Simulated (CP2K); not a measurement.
Crystal: TiO2 (Anatase).

```
CELL_PARAMETERS angstrom
5.45820 0.00000 0.00000
2.83460 4.66444 0.00000
-4.14640 -2.33222 2.67583
ATOMIC_POSITIONS crystal
Ti 0.75000 0.25000 0.50000
Ti 0.00000 0.00000 0.00000
O 0.79190 0.79190 0.00000
O 0.54190 0.04190 0.50000
O 0.95810 0.45810 0.50000
O 0.20810 0.20810 0.00000
```

Base run:

| Item | Value |
| --- | --- |
| Program | CP2K 2026.2 |
| Functional | rev-vdW-DF2 |
| Potentials or basis | POTENTIAL_UZH Ti GTH-PBE-q12, O GTH-PBE-q6; DZVP-MOLOPT-PBE-GTH basis |
| Density cutoff | 11565 eV |
| k mesh | 10 × 10 × 10 |
| Occupations | fermi-dirac, width 0.05 eV |
| Spin | no spin polarisation |

Its results: band gap on the k mesh 2.06 eV, indirect (least direct gap 2.41 eV); pressure 3.7 GPa; largest force 0.156 eV/Å.

Problem. After a change of settings the same cell gave: band gap on the k mesh 2.04 eV, indirect (least direct gap 2.39 eV); pressure 0.8 GPa; largest force 0.037 eV/Å. Which change was it?
A. functional from rev-vdW-DF2 to PBEsol
B. functional from rev-vdW-DF2 to PW91
C. functional from rev-vdW-DF2 to LDA
D. functional from rev-vdW-DF2 to PBE

Solution. A.

Caveats: the potentials were made for another functional, which shifts forces and pressure; the basis of atomic orbitals isn't converged, which shifts pressures, moduli and gaps.
